When a cube swells evenly, its edge grows by only a third of the relative change in volume. A small pressure left in a crystal therefore shifts the preferred edge by a third of the pressure divided by the bulk modulus, which is the resistance to a change of volume. For boron phosphide the bulk modulus is about 170 GPa, a rough recalled value. Each GPa is then worth about 0.2 % of the edge, and pressures can be read as errors of cell size.

Plane-wave Kohn–Sham DFT with ABINIT 10.8.3 for boron phosphide (BP, space group F-43m, 2 atoms) in one fixed cell with a conventional edge of 4.538 Å. All rows use a 10 × 10 × 10 k mesh and Fermi–Dirac occupations with a width of 0.05 eV, without spin polarisation, spin–orbit coupling or a dispersion correction. Pressure is positive in compression.

```
functional                               potentials  wave cutoff  pressure (GPa)
       LDA                         JTH-PAW-LDA-v2.0   544.228 eV          -5.360
       PBE      PseudoDojo-NC-SR-PBE-v0.5-stringent   1034.03 eV           0.990
    PBEsol                         JTH-PAW-PBE-v2.0   544.228 eV          -1.810
    revPBE     PseudoDojo-NC-SR-PBE-v0.4.1-standard   1034.03 eV           1.660
      RPBE     PseudoDojo-NC-SR-PBE-v0.4.1-standard   1034.03 eV           1.940
    r2SCAN                         JTH-PAW-LDA-v2.0   653.073 eV          -1.150
      BP86                         JTH-PAW-PBE-v2.0   544.228 eV           2.480
 LDA-Teter     PseudoDojo-NC-SR-LDA-v0.4.1-standard   1034.03 eV          -5.430
   LDA-VWN     PseudoDojo-NC-SR-LDA-v0.4.1-standard   1034.03 eV          -5.710
      SCAN                         JTH-PAW-PBE-v2.0   653.073 eV          -1.620
        WC  PseudoDojo-NC-SR-PBEsol-v0.4.1-standard   1034.03 eV          -1.560
  rPW86PBE                         JTH-PAW-PBE-v2.0   544.228 eV           4.290
```

**What the pressure means.** Every functional was given the same cell, which lies close to the measured one. A negative pressure means that the functional would shrink this cell, a positive one that it would expand it. The three LDA rows want the strongest shrinkage, PBEsol, WC, SCAN and r2SCAN want a mild one, and the other five functionals want expansion.

**The LDA row worked through.** With P for the pressure and B for the bulk modulus, the relative change of the edge is P/(3B) = −5.36/(3 × 170) ≈ −0.0105, or about −1 %. On an edge of 4.54 Å this is 0.05 Å. No cell was relaxed, so the estimate is untested; the bulk modulus also differs between functionals and changes as the cell shrinks, so only the rough size of the result counts. If this edge is set against the measured edge of a substrate, the strain of a BP film gets a false mismatch of about 1 %. If the substrate is computed with LDA too, part of the error usually cancels. The output below gives the same estimate for each row.

**Why PBE goes the other way.** Squeezing the bonds pushes valence density into the steep outer edge of the atomic cores and evens out the total density there; stretching them makes it more uneven again. LDA treats each point as part of a uniform electron gas and gives no credit for this, so it binds too tightly. PBE lowers the exchange energy where the density varies steeply, which is expected to favour the larger cell, and its pressure is +0.99 GPa. Much of this push is expected to come from the zone where core and valence densities overlap, not from the valence density alone, so the functional used to build a potential matters. PBEsol weakens that reward, and its pressure falls to −1.81 GPa. It also changes the correlation part, but WC, which keeps the correlation of PBE and weakens only the exchange reward, lands close by at −1.56 GPa. WC ran on PBEsol potentials, so part of this closeness may be built in.

A test of the sign in this picture is the step from PBE to revPBE and RPBE, which reward gradients still more. All three rows use norm-conserving PBE potentials at equal cutoff, and although the PBE set carries another version label, the core term of the potentials is the same in all three runs. The pressure rises by 0.67 and 0.95 GPa, the direction the argument requires. The size is probably understated, because these potentials keep part of the core–valence exchange at the PBE level. The rung of the functional, by contrast, is a poor guide to cell size: the GGAs alone run from −1.81 to 4.29 GPa, and the meta-GGAs SCAN and r2SCAN land beside PBEsol and WC, not beyond PBE, though those two runs have faults named below. The largest expansion comes from rPW86PBE, at 4.29 GPa. This is expected, since its exchange part rewards moderate gradients more strongly than that of PBE. Its lead over RPBE is less secure, because the two rows use different kinds of potential.

**Where the target lies.** PBE has the pressure nearest to zero, but zero is not quite the right target. The atoms vibrate even at absolute zero, and because these vibrations soften as the crystal expands, they push the cell outward. The push is of the order of 1 GPa and is absent from these calculations. A functional that is right for the static crystal should therefore show a slightly negative pressure at the measured cell, which makes PBEsol at least as plausible a choice as PBE.

**Choosing for the cell.** If half a percent of the edge is good enough, PBEsol serves, PBE does so only narrowly once the vibrational push is counted, and LDA does not. If a tenth of a percent is needed, these numbers cannot decide. PBEsol, WC, SCAN and r2SCAN all ran on potentials made for another functional, an error of unknown size, and the cutoff was not tested for convergence. SCAN and r2SCAN also had very small densities raised to a floor value, and their total energies lie tens of eV above those of the other PAW rows. Nearly all of this offset sits in the PAW term of the atomic spheres, but the outputs do not show why. An offset that stays the same at every volume would leave the pressure alone; this was not tested. The spread of 0.66 GPa among these four is therefore no ranking; matched potentials, a cutoff test and the vibrational term should come first.

**Choosing for the gap.** A good cell does not bring a good band gap. In the same runs the gap on the k mesh is 1.19 eV with LDA and 1.25 eV with PBE, while PBEsol gives the smallest of all, 1.13 eV. SCAN, in the run with the faults noted above, reaches 1.55 eV, still well below the measured gap of roughly 2 eV (recalled). LDA and GGA potentials miss the jump that the exact potential makes when an electron is added, and the orbital-dependent meta-GGAs recover only part of it. None of these levels gives a safe absolute gap; the usual next step is a hybrid functional or a GW calculation, neither of which was run here.

**What it costs.** The number of plane waves grows as the cutoff to the power 3/2. The norm-conserving rows, at 1034 eV, carry about 2.6 times as many as the PAW rows at 544 eV, so this part of the cost is set by the potentials more than by the functional. PAW adds work inside the atomic spheres, so the ratio is not one of run times. The larger basis is what the harder potentials need, not a sign of a better cell: the LDA row with PAW and the LDA-Teter row with norm-conserving potentials agree within 0.07 GPa. That close a match may be partly luck, since the change from LDA-Teter to LDA-VWN alone moves the pressure by 0.28 GPa. SCAN and r2SCAN used about 1.3 times the plane waves of the other PAW rows and must also evaluate the kinetic-energy density. For the cell of BP, that extra effort shows no clear gain over PBEsol.

Numerical output:

```
Pressure, estimated edge change and mesh gap:
        row  pressure_GPa  edge_change_percent  mesh_gap_eV
        LDA         -5.36               -1.051        1.188
        PBE          0.99               0.1941        1.252
     PBEsol         -1.81              -0.3549        1.133
     revPBE          1.66               0.3255        1.296
       RPBE          1.94               0.3804        1.314
     r2SCAN         -1.15              -0.2255        1.438
       BP86          2.48               0.4863        1.306
  LDA-Teter         -5.43               -1.065        1.199
    LDA-VWN         -5.71                -1.12        1.203
       SCAN         -1.62              -0.3176        1.553
         WC         -1.56              -0.3059        1.165
   rPW86PBE          4.29               0.8412        1.456
Estimated edge change for 1 GPa, percent: 0.1961
Full span of pressure over all rows, GPa: 10
PBE minus LDA-Teter, both norm-conserving, GPa: 6.42
revPBE minus PBE, GPa: 0.67
RPBE minus PBE, GPa: 0.95
BP86 minus PBEsol, same PAW set and cutoff, GPa: 4.29
rPW86PBE minus PBEsol, same PAW set and cutoff, GPa: 6.1
LDA-Teter minus LDA with PAW, GPa: -0.07
LDA-VWN minus LDA-Teter, same potentials, GPa: -0.28
Spread within PBEsol, WC, SCAN and r2SCAN, GPa: 0.66
Mean pressure of PBEsol, WC, SCAN and r2SCAN, GPa: -1.535
PBE minus LDA-Teter mesh gap, eV: 0.053
SCAN minus PBEsol mesh gap, same PAW set, eV: 0.42
Plane-wave count ratio, cutoff 1034 to 544 eV: 2.619
Plane-wave count ratio, cutoff 653 to 544 eV: 1.315
```
